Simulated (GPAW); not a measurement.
Runs of GPAW 26.7.0 on NbAs. The structure is tetragonal, space group I4_1md (No. 109). The conventional cell has a = 3.452 Å, b = 3.452 Å, c = 11.680 Å, α = 90.00°, β = 90.00°, γ = 90.00°. Around Nb (site symmetry 2mm) lie 6 As at 2.60 to 2.63 Å. As (site symmetry 2mm) is surrounded by 6 Nb at 2.60 to 2.63 Å. 

| task | level | potentials or basis | k mesh | cutoff (eV) | ranks | maxiter | band path | band points | convergence | mesh quality | pressure (GPa) | V0 of scaled cells (Å³/atom) | B0 (GPa) | largest force (eV/Å) |
| --- | --- | --- | --- | --- | --- | --- | --- | --- | --- | --- | --- | --- | --- | --- |
| equation of state | LDA | the program's PAW data sets (release 1.2.1) made for this functional, pw | 7 × 7 × 7 | 600 | 4 | 150 | - | - | - | coarse | - | 16.82 | 188 | - |
| band structure | PBEsol | PAW data sets generated in the run's folder for this functional, pw | 7 × 7 × 7 | 600 | - | 150 | GXYSGZS1NPY1Z,XP | 80 | - | coarse | (a) | - | - | 0.29 |
| equation of state | PBEsol | PAW data sets generated in the run's folder for this functional, pw | 11 × 11 × 11 | 600 | 4 | 150 | - | - | - | not flagged | - | 17.14 | 180 | - |
| single point | PBE | GPAW PAW data sets (gpaw-data 1.2.1), pw | 8 × 8 × 8 | 500 | - | 120 | - | - | default | not flagged | (b) | - | - | 0.30 |
| band structure | LDA | the program's PAW data sets (release 1.2.1) made for this functional, pw | 7 × 7 × 7 | 600 | - | 150 | GXYSGZS1NPY1Z,XP | 80 | - | coarse | -5.9 | - | - | (c) |

Alike in all rows: no spin polarisation; cell as given; smearing fermi-dirac 0.05 eV.

Estimate the missing entries.

(a) -2.5; (b) 3.0; (c) 0.28.

Caveats: some runs use coarse meshes; the cell was scaled at fixed shape and fractional positions, which overstates the stiffness of a crystal with free parameters, most of all of layers and chains (some runs); the cutoff is short for stress and forces, so pressures can be off by a GPa or more (some runs).

Not every run made on this cell is shown here.
